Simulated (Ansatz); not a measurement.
**SnO2 in Ansatz: the effect of functional**

Crystal: SnO2.

```
Sn O
1.0
     0.00000    2.52160    2.52160
     2.52160    0.00000    2.52160
     2.52160    2.52160    0.00000
Sn O
1 2
Direct
  0.00000 0.00000 0.00000
  0.75000 0.75000 0.75000
  0.25000 0.25000 0.25000
```

Measurements of this composition are mostly on another form, of space group No. 136.

The cell isn't the ideal one: volume scaled by 0.94.

Alike in all runs:

- Program: Ansatz 0.2.0
- Task: single point
- Potentials or basis: Ansatz PAW
- k mesh: 9 × 9 × 9
- Occupations: fermi-dirac, width 0.05 eV
- Spin: no spin polarisation

```tsv
functional	cutoff	gap on the mesh (eV)	pressure (GPa)
LDA	420 eV (not typed: the program's choice for these potentials)	0.41	-0.4
PBEsol	420 eV (not typed: the program's choice for these potentials)	0.43	5.4
r2SCAN	500 eV (not typed: the program's choice for these potentials)	?	?
```

What does the run with functional r2SCAN give?

gap on the mesh 1.08 eV; pressure 3.3 GPa.

Caveats: odd divisions of the mesh miss points on the zone boundary, where band edges often lie, so the gap on the mesh can be too wide; spin-orbit coupling is left out, which moves the levels of the heavy elements; the PAW data sets come from PBE, with cores solved anew for the run's functional, which leaves a small shift of forces and pressure.

A k mesh can miss the band edges.
